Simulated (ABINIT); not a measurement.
Runs of ABINIT 10.8.3 (patched build) on CoSi2. Symmetry: Fm-3m, No. 225, cubic system. Conventional cell: a = 5.356 Å, b = 5.356 Å, c = 5.356 Å, α = 90.00°, β = 90.00°, γ = 90.00°. Around Co (site symmetry m-3m) lie 8 Si at 2.32 Å. Si (site symmetry -43m) is surrounded by 4 Co at 2.32 Å. 

```tsv
level	potentials or basis	k mesh	mesh quality	V0 of scaled cells (Å³/atom)	B0 (GPa)
LDA	JTH PAW LDA v2.0	6 × 6 × 6	not flagged	12.24	(b)
PBEsol	JTH PAW PBE v2.0	5 × 5 × 5	coarse	(c)	192
PBE	JTH PAW PBE v2.0	9 × 9 × 9	not flagged	12.84	(a)
PBEsol	JTH PAW PBE v2.0	9 × 9 × 9	not flagged	12.52	193
```

Alike in all rows: task equation of state; spin collinear, ferromagnetic start; cell as given; cutoff (eV) 707; smearing fermi-dirac 0.05 eV.

Task: Fill in the values left out.

Result: (a) 178; (b) 204; (c) 12.54.

Caveats: some runs use coarse meshes; pressures at fixed basis lie under the slope of the energies; the PAW data sets were made with another functional, which shifts forces and pressure a little (some runs).

Not every run made on this cell is shown here.
